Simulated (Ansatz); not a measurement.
## Strain and the gap of SrO (zincblende)

SrO built on the zincblende prototype, relaxed with r2SCAN in Ansatz. The symmetry is F-43m (No. 216, cubic); a = 5.585 Å in the conventional setting, 21.77 Å³ an atom. Sr is surrounded by 4 O at 2.42 Å; O is surrounded by 4 Sr at 2.42 Å.

The axes x, y and z are those of this cell:
```xyz
2
Lattice="0.0000 2.7923 2.7923 2.7923 0.0000 2.7923 2.7923 2.7923 0.0000" Properties=species:S:1:pos:R:3 pbc="T T T"
Sr    0.0000    0.0000    0.0000
O     1.3961    1.3961    1.3961
```

Unstrained: The PBE gap is indirect, 2.519 eV (W to Γ), below the direct gap of 3.363 eV at Γ. The r2SCAN gap is indirect, 2.889 eV (W to Γ), below the direct gap of 3.733 eV at Γ. The HSE06 gap is indirect, 3.851 eV (W to Γ), below the direct gap of 4.737 eV at Γ. Meshes: PBE 8×8×8, r2SCAN 8×8×8, HSE06 6×6×6. Strains are changes of length per length. After each strain the atoms were relaxed again with r2SCAN within the symmetry that the strain leaves, so tilts or polar shifts that break it weren't tested; points keep the names that they have in the unstrained zone. The calculation is spin-unpolarised, and the structure need not be a phase that has been made.

Changes of the least gap in eV (an overlap counts as a negative gap):
```json
{"strain": "epitaxial -0.34 % in the xy plane, free normal strain +0.57 %", "volume change (%)": "-0.1", "space group": "I-4m2", "PBE": "0.000", "r2SCAN": "-0.001", "HSE06": "–", "energy rise, r2SCAN (meV/atom)": "0.0"}
{"strain": "biaxial -0.35 % in x and y, z held", "volume change (%)": "-0.7", "space group": "I-4m2", "PBE": "+0.017", "r2SCAN": "+0.017", "HSE06": "–", "energy rise, r2SCAN (meV/atom)": "0.2"}
{"strain": "epitaxial +5.36 % in the plane normal to [111], free normal strain -5.56 %", "volume change (%)": "+4.8", "space group": "R3m", "PBE": "-0.148", "r2SCAN": "-0.138", "HSE06": "-0.169", "energy rise, r2SCAN (meV/atom)": "37.3"}
```

Epitaxial -0.34 % in the xy plane, free normal strain +0.57 %. r2SCAN: the gap goes from 2.889 to 2.888 eV (-0.001 eV). Stress change with r2SCAN, compression positive: xx +0.11, yy +0.11, zz +0.01 GPa.

Biaxial -0.35 % in x and y, z held. r2SCAN: the gap goes from 2.889 to 2.906 eV (+0.017 eV). Stress change with r2SCAN, compression positive: xx +0.48, yy +0.48, zz +0.44 GPa.

Epitaxial +5.36 % in the plane normal to [111], free normal strain -5.56 %. HSE06: the gap goes from 3.851 to 3.682 eV (-0.169 eV). Stress change with r2SCAN, compression positive: xx -3.28, yy -3.28, zz -3.28, xy +1.63, xz +1.63, yz +1.63 GPa.

The meshes of the hybrids are coarse, so their gaps aren't converged to the digits shown.
